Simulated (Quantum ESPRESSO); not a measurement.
# Sn (I4_1/amd) in Quantum ESPRESSO: reference runs

Aim: a first look at Sn with PBE, on the cell as given and on a disturbed one.

All numbers are computed with Quantum ESPRESSO 7.5; they aren't measurements. Logs are shortened: lines on timing, memory, paths and dates and some standing lists are left out, and cuts for length are marked.

## 1. The crystal as given

The structure is tetragonal, space group I4_1/amd (No. 141). The conventional cell has a = 5.880 Å, b = 5.880 Å, c = 3.199 Å, α = 90.00°, β = 90.00°, γ = 90.00°. Sn (site symmetry -4m2) is surrounded by 6 Sn at 3.05 to 3.20 Å.

## 2. Single point, PBE

The input, pw.in:

```
&CONTROL
  calculation = 'scf'
  prefix = 'pwscf'
  outdir = './tmp'
  pseudo_dir = './pseudo'
  tprnfor = .true.
  tstress = .true.
  disk_io = 'nowf'
/
&SYSTEM
  ibrav = 0
  nat = 2
  ntyp = 1
  ecutwfc = 60
  ecutrho = 480
  nbnd = 21
  occupations = 'smearing'
  smearing = 'fd'
  degauss = 0.00367493
/
&ELECTRONS
  conv_thr = 4d-10
  electron_maxstep = 120
  mixing_beta = 0.5
/
ATOMIC_SPECIES
Sn   118.7100 Sn_pbe_v1.uspp.F.UPF
CELL_PARAMETERS angstrom
  -2.9401404553    2.9401404553    1.5993019889
   2.9401404553   -2.9401404553    1.5993019889
   2.9401404553    2.9401404553   -1.5993019889
ATOMIC_POSITIONS crystal
Sn     0.0000000000    0.0000000000    0.0000000000
Sn     0.7500000000    0.2500000000    0.5000000000
K_POINTS automatic
9 9 9 0 0 0
```

Potentials or basis: SSSP 1.3 efficiency PBE.

The run is started by

```sh
> OMP_NUM_THREADS=1 pw.x -in pw.in > pw.out
```

pw.out:

```text
This program is part of the open-source Quantum ESPRESSO suite
     for quantum simulation of materials; please cite
[... 6 lines left out ...]
     using ibrav=0 with symmetry is DISCOURAGED, use correct ibrav instead

     Subspace diagonalization in iterative solution of the eigenvalue problem:
     a serial algorithm will be used

     G-vector sticks info
     --------------------
     sticks:   dense  smooth     PW     G-vecs:    dense   smooth      PW
     Sum        1815     897    289                66253    23415    4141

     Using Slab Decomposition

     bravais-lattice index     =            0
     lattice parameter (alat)  =       8.4186  a.u.
     unit-cell volume          =     373.1842 (a.u.)^3
     number of atoms/cell      =            2
     number of atomic types    =            1
     number of electrons       =        28.00
     number of Kohn-Sham states=           21
     kinetic-energy cutoff     =      60.0000  Ry
     charge density cutoff     =     480.0000  Ry
     scf convergence threshold =      4.0E-10
     mixing beta               =       0.5000
     number of iterations used =            8  plain     mixing
     Exchange-correlation= SLA  PW   PBE  PBE
                           (   1   4   3   4   0   0   0)

     celldm(1)=   8.418644  celldm(2)=   0.000000  celldm(3)=   0.000000
     celldm(4)=   0.000000  celldm(5)=   0.000000  celldm(6)=   0.000000

     crystal axes: (cart. coord. in units of alat)
               a(1) = (  -0.659971   0.659971   0.358994 )
               a(2) = (   0.659971  -0.659971   0.358994 )
               a(3) = (   0.659971   0.659971  -0.358994 )

     reciprocal axes: (cart. coord. in units 2 pi/alat)
               b(1) = (  0.000000  0.757609  1.392781 )
               b(2) = (  0.757609  0.000000  1.392781 )
               b(3) = (  0.757609  0.757609  0.000000 )

     PseudoPot. # 1 for Sn read from file:
     Sn_pbe_v1.uspp.F.UPF
     Pseudo is Ultrasoft + core correction, Zval = 14.0
     Generated by new atomic code, or converted to UPF format
     Using radial grid of  891 points,  6 beta functions with:
                l(1) =   0
                l(2) =   0
                l(3) =   1
                l(4) =   1
                l(5) =   2
                l(6) =   2
     Q(r) pseudized with  6 coefficients,  rinner =    1.200   1.200   1.200
                                                       1.200   1.200

     atomic species   valence    mass     pseudopotential
     Sn               14.00   118.71000     Sn( 1.00)

     16 Sym. Ops., with inversion, found ( 8 have fractional translation)

   Cartesian axes

     site n.     atom                  positions (alat units)
         1        Sn     tau(   1) = (   0.0000000   0.0000000   0.0000000  )
         2        Sn     tau(   2) = (   0.0000000   0.6599709   0.1794970  )

     number of k points=    75  Fermi-Dirac smearing, width (Ry)=  0.0037
                       cart. coord. in units 2pi/alat
        k(    1) = (   0.0000000   0.0000000   0.0000000), wk =   0.0027435
        k(    2) = (   0.0841788   0.0841788   0.0000000), wk =   0.0109739
        k(    3) = (   0.1683576   0.1683576   0.0000000), wk =   0.0109739
        k(    4) = (   0.2525364   0.2525364   0.0000000), wk =   0.0109739
        k(    5) = (   0.3367152   0.3367152   0.0000000), wk =   0.0109739
        k(    6) = (   0.0841788   0.0000000   0.1547534), wk =   0.0219479
[... 67 lines left out ...]
        k(   74) = (   0.0000000   0.0000000   1.2380274), wk =   0.0054870
        k(   75) = (   0.0000000   0.6734303   0.0000000), wk =   0.0109739

     Dense  grid:    66253 G-vectors     FFT dimensions: (  60,  60,  60)

     Smooth grid:    23415 G-vectors     FFT dimensions: (  48,  48,  48)

     Initial potential from superposition of free atoms

     starting charge      25.9999, renormalised to      28.0000
     Starting wfcs are   18 randomized atomic wfcs +    3 random wfcs

     Self-consistent Calculation

     iteration #  1     ecut=    60.00 Ry     beta= 0.50
     Davidson diagonalization with overlap
     ethr =  1.00E-02,  avg # of iterations =  6.1

     total energy              =    -325.99703061 Ry
     estimated scf accuracy    <       2.18933743 Ry

     iteration #  2     ecut=    60.00 Ry     beta= 0.50
     Davidson diagonalization with overlap
     ethr =  7.82E-03,  avg # of iterations =  2.0

     total energy              =    -326.47294240 Ry
     estimated scf accuracy    <       0.01836483 Ry

     iteration #  3     ecut=    60.00 Ry     beta= 0.50
     Davidson diagonalization with overlap
     ethr =  6.56E-05,  avg # of iterations =  4.2

     total energy              =    -326.47609400 Ry
     estimated scf accuracy    <       0.00339131 Ry

     iteration #  4     ecut=    60.00 Ry     beta= 0.50
     Davidson diagonalization with overlap
     ethr =  1.21E-05,  avg # of iterations =  2.5

     total energy              =    -326.47630253 Ry
     estimated scf accuracy    <       0.00013358 Ry

     iteration #  5     ecut=    60.00 Ry     beta= 0.50
     Davidson diagonalization with overlap
     c_bands:  1 eigenvalues not converged
     ethr =  4.77E-07,  avg # of iterations =  3.4

     total energy              =    -326.47634987 Ry
     estimated scf accuracy    <       0.00001474 Ry

     iteration #  6     ecut=    60.00 Ry     beta= 0.50
     Davidson diagonalization with overlap
     ethr =  5.26E-08,  avg # of iterations =  1.2

     total energy              =    -326.47635047 Ry
     estimated scf accuracy    <       0.00000099 Ry

     iteration #  7     ecut=    60.00 Ry     beta= 0.50
     Davidson diagonalization with overlap
     ethr =  3.53E-09,  avg # of iterations =  2.0

     total energy              =    -326.47635079 Ry
     estimated scf accuracy    <       0.00000002 Ry

     iteration #  8     ecut=    60.00 Ry     beta= 0.50
     Davidson diagonalization with overlap
     ethr =  5.68E-11,  avg # of iterations =  1.7

     total energy              =    -326.47635079 Ry
     estimated scf accuracy    <          4.5E-09 Ry

     iteration #  9     ecut=    60.00 Ry     beta= 0.50
     Davidson diagonalization with overlap
     ethr =  1.60E-11,  avg # of iterations =  2.0

     End of self-consistent calculation

          k = 0.0000 0.0000 0.0000 (  2947 PWs)   bands (ev):

   -11.1434 -11.0675 -11.0245 -11.0151 -10.8741 -10.8741 -10.8639 -10.8639
   -10.7812 -10.6761  -0.4977   6.7944   8.5667   8.5667  13.5008  16.6392
    16.6392  17.2459  17.3459  20.2305  20.9061

          k = 0.0842 0.0842 0.0000 (  2951 PWs)   bands (ev):

   -11.1338 -11.0691 -11.0212 -11.0164 -10.8786 -10.8688 -10.8614 -10.8603
   -10.7869 -10.6860  -0.3884   5.9868   8.6965   9.1697  14.0083  15.7116
    16.0440  17.2039  17.3471  20.7810  20.9023

          k = 0.1684 0.1684 0.0000 (  2937 PWs)   bands (ev):

   -11.1060 -11.0725 -11.0356 -10.9937 -10.8934 -10.8569 -10.8562 -10.8498
   -10.8030 -10.7126  -0.0605   4.6607   9.0826   9.9909  14.2965  14.8614
    15.4201  16.9019  17.0708  20.4225  20.5498
[... 421 lines left out ...]
          k = 0.0000 0.0000 1.2380 (  2932 PWs)   bands (ev):

   -11.0621 -11.0604 -10.9034 -10.8997 -10.8838 -10.8838 -10.8679 -10.8667
   -10.8667 -10.8587   3.0963   3.2219   5.9912   5.9912  12.5699  17.6646
    19.5501  19.5501  21.6575  22.1936  22.1936

          k = 0.0000 0.6734 0.0000 (  2946 PWs)   bands (ev):

   -11.0793 -11.0781 -10.9161 -10.8916 -10.8897 -10.8821 -10.8704 -10.8588
   -10.8538 -10.8529   2.6926   3.0452   5.8498   6.2097  15.5439  15.5514
    19.0546  19.5327  22.1884  22.9264  23.1884

     the Fermi energy is    10.5113 ev

!    total energy              =    -326.47635079 Ry
     estimated scf accuracy    <          1.1E-10 Ry
     smearing contrib. (-TS)   =      -0.00054887 Ry
     internal energy E=F+TS    =    -326.47580192 Ry

     The total energy is F=E-TS. E is the sum of the following terms:
     one-electron contribution =    -111.48993240 Ry
     hartree contribution      =      76.24715305 Ry
     xc contribution           =     -95.15770468 Ry
     ewald contribution        =    -196.07531790 Ry

     convergence has been achieved in   9 iterations

     Forces acting on atoms (cartesian axes, Ry/au):

     atom    1 type  1   force =     0.00000000    0.00000000    0.00000000
     atom    2 type  1   force =     0.00000000    0.00000000    0.00000000

     Total force =     0.000000     Total SCF correction =     0.000000

     Computing stress (Cartesian axis) and pressure

          total   stress  (Ry/bohr**3)                   (kbar)     P=       14.44
   0.00010795   0.00000000   0.00000000           15.88        0.00        0.00
  -0.00000000   0.00010795  -0.00000000           -0.00       15.88       -0.00
  -0.00000000  -0.00000000   0.00007855           -0.00       -0.00       11.56

=------------------------------------------------------------------------------=
   JOB DONE.
=------------------------------------------------------------------------------=
```

Run time: 2.1 min. Hardware: 1 thread of AMD EPYC 7R43 (Zen 3), shared host; peak memory 0.36 GiB.

Results:

| Item | Value |
| --- | --- |
| Free energy | -4441.9370 eV |
| Pressure | 1.4 GPa |
| Band gap on the k mesh | none (metal or under the smearing width) |

## 3. Single point, PBE (atoms moved at random, drawn with an rms of 0.05 Å)

Changes to pw.in since step 2:

```diff
@@ -32,4 +32,4 @@
 ATOMIC_POSITIONS crystal
-Sn     0.0000000000    0.0000000000    0.0000000000
-Sn     0.7500000000    0.2500000000    0.5000000000
+Sn     0.0070650000   -0.0047300000   -0.0123030000
+Sn     0.7491880000    0.2445090000    0.4991050000
 K_POINTS automatic
```

Potentials or basis: SSSP 1.3 efficiency PBE.

The run is started by

```sh
> OMP_NUM_THREADS=1 pw.x -in pw.in > pw.out
```

pw.out:

```text
This program is part of the open-source Quantum ESPRESSO suite
     for quantum simulation of materials; please cite
         "P. Giannozzi et al., J. Phys.:Condens. Matter 21 395502 (2009);
         "P. Giannozzi et al., J. Phys.:Condens. Matter 29 465901 (2017);
         "P. Giannozzi et al., J. Chem. Phys. 152 154105 (2020);
     in publications or presentations arising from this work. More details at

     Subspace diagonalization in iterative solution of the eigenvalue problem:
     a serial algorithm will be used

     G-vector sticks info
     --------------------
     sticks:   dense  smooth     PW     G-vecs:    dense   smooth      PW
     Sum        1815     897    289                66253    23415    4141

     Using Slab Decomposition

     bravais-lattice index     =            0
     lattice parameter (alat)  =       8.4186  a.u.
     unit-cell volume          =     373.1842 (a.u.)^3
     number of atoms/cell      =            2
     number of atomic types    =            1
     number of electrons       =        28.00
     number of Kohn-Sham states=           21
     kinetic-energy cutoff     =      60.0000  Ry
     charge density cutoff     =     480.0000  Ry
     scf convergence threshold =      4.0E-10
     mixing beta               =       0.5000
     number of iterations used =            8  plain     mixing
     Exchange-correlation= SLA  PW   PBE  PBE
                           (   1   4   3   4   0   0   0)

     celldm(1)=   8.418644  celldm(2)=   0.000000  celldm(3)=   0.000000
     celldm(4)=   0.000000  celldm(5)=   0.000000  celldm(6)=   0.000000

     crystal axes: (cart. coord. in units of alat)
               a(1) = (  -0.659971   0.659971   0.358994 )
               a(2) = (   0.659971  -0.659971   0.358994 )
               a(3) = (   0.659971   0.659971  -0.358994 )

     reciprocal axes: (cart. coord. in units 2 pi/alat)
               b(1) = (  0.000000  0.757609  1.392781 )
               b(2) = (  0.757609  0.000000  1.392781 )
               b(3) = (  0.757609  0.757609  0.000000 )

     PseudoPot. # 1 for Sn read from file:
     Sn_pbe_v1.uspp.F.UPF
     Pseudo is Ultrasoft + core correction, Zval = 14.0
     Generated by new atomic code, or converted to UPF format
     Using radial grid of  891 points,  6 beta functions with:
                l(1) =   0
                l(2) =   0
                l(3) =   1
                l(4) =   1
                l(5) =   2
                l(6) =   2
     Q(r) pseudized with  6 coefficients,  rinner =    1.200   1.200   1.200
                                                       1.200   1.200

     atomic species   valence    mass     pseudopotential
     Sn               14.00   118.71000     Sn( 1.00)

     No symmetry found

   Cartesian axes

     site n.     atom                  positions (alat units)
         1        Sn     tau(   1) = (  -0.0159040  -0.0003353   0.0052550  )
         2        Sn     tau(   2) = (  -0.0036787   0.6624683   0.1775556  )

     number of k points=   365  Fermi-Dirac smearing, width (Ry)=  0.0037

     Number of k-points >= 100: set verbosity='high' to print them.

     Dense  grid:    66253 G-vectors     FFT dimensions: (  60,  60,  60)

     Smooth grid:    23415 G-vectors     FFT dimensions: (  45,  45,  45)

     Initial potential from superposition of free atoms

     starting charge      25.9999, renormalised to      28.0000
     Starting wfcs are   18 randomized atomic wfcs +    3 random wfcs

     Self-consistent Calculation

     iteration #  1     ecut=    60.00 Ry     beta= 0.50
     Davidson diagonalization with overlap
     ethr =  1.00E-02,  avg # of iterations =  6.2

     total energy              =    -325.99618740 Ry
     estimated scf accuracy    <       2.19010184 Ry

     iteration #  2     ecut=    60.00 Ry     beta= 0.50
     Davidson diagonalization with overlap
     ethr =  7.82E-03,  avg # of iterations =  2.0

     total energy              =    -326.47253511 Ry
     estimated scf accuracy    <       0.01838746 Ry

     iteration #  3     ecut=    60.00 Ry     beta= 0.50
     Davidson diagonalization with overlap
     ethr =  6.57E-05,  avg # of iterations =  4.1

     total energy              =    -326.47568472 Ry
     estimated scf accuracy    <       0.00339492 Ry

     iteration #  4     ecut=    60.00 Ry     beta= 0.50
     Davidson diagonalization with overlap
     ethr =  1.21E-05,  avg # of iterations =  2.2

     total energy              =    -326.47589698 Ry
     estimated scf accuracy    <       0.00013228 Ry

     iteration #  5     ecut=    60.00 Ry     beta= 0.50
     Davidson diagonalization with overlap
     ethr =  4.72E-07,  avg # of iterations =  3.0

     total energy              =    -326.47594004 Ry
     estimated scf accuracy    <       0.00000790 Ry

     iteration #  6     ecut=    60.00 Ry     beta= 0.50
     Davidson diagonalization with overlap
     ethr =  2.82E-08,  avg # of iterations =  1.4

     total energy              =    -326.47593961 Ry
     estimated scf accuracy    <       0.00000110 Ry

     iteration #  7     ecut=    60.00 Ry     beta= 0.50
     Davidson diagonalization with overlap
     ethr =  3.94E-09,  avg # of iterations =  2.0

     total energy              =    -326.47593994 Ry
     estimated scf accuracy    <       0.00000002 Ry

     iteration #  8     ecut=    60.00 Ry     beta= 0.50
     Davidson diagonalization with overlap
     ethr =  5.39E-11,  avg # of iterations =  1.9

     total energy              =    -326.47593994 Ry
     estimated scf accuracy    <          3.0E-09 Ry

     iteration #  9     ecut=    60.00 Ry     beta= 0.50
     Davidson diagonalization with overlap
     ethr =  1.07E-11,  avg # of iterations =  2.0

     End of self-consistent calculation

     Number of k-points >= 100: set verbosity='high' to print the bands.

     the Fermi energy is    10.5075 ev

!    total energy              =    -326.47593995 Ry
     estimated scf accuracy    <          1.6E-11 Ry
     smearing contrib. (-TS)   =      -0.00053309 Ry
     internal energy E=F+TS    =    -326.47540686 Ry

     The total energy is F=E-TS. E is the sum of the following terms:
     one-electron contribution =    -111.55884217 Ry
     hartree contribution      =      76.28063756 Ry
     xc contribution           =     -95.15832599 Ry
     ewald contribution        =    -196.03887626 Ry

     convergence has been achieved in   9 iterations

     Forces acting on atoms (cartesian axes, Ry/au):

     atom    1 type  1   force =     0.00726704    0.00187348   -0.00024344
     atom    2 type  1   force =    -0.00726704   -0.00187348    0.00024344

     Total force =     0.010619     Total SCF correction =     0.000002

     Computing stress (Cartesian axis) and pressure

          total   stress  (Ry/bohr**3)                   (kbar)     P=       14.86
   0.00010289  -0.00000168   0.00002190           15.14       -0.25        3.22
  -0.00000168   0.00012437  -0.00000511           -0.25       18.30       -0.75
   0.00002190  -0.00000511   0.00007570            3.22       -0.75       11.14

=------------------------------------------------------------------------------=
   JOB DONE.
=------------------------------------------------------------------------------=
```

Run time: 9.2 min. Hardware: 1 thread of AMD EPYC 7R43 (Zen 3), shared host; peak memory 0.61 GiB.

What came out:

- Free energy: -4441.9315 eV
- Pressure: 1.5 GPa
- Largest force: 0.193 eV/Å
- Band gap on the k mesh: none (metal or under the smearing width)

Forces on the atoms (eV/Å):
```
Sn   0.187  0.048 -0.006
Sn  -0.187 -0.048  0.006
```

Levels at points of the mesh, in eV from the Fermi level:
```tsv
k point	band 11	band 12	band 13	band 14	band 15	band 16	band 17	band 18
(0.00, 0.00, 0.00)	-11.01	-3.71	-1.95	-1.93	2.98	6.11	6.17	6.73
```
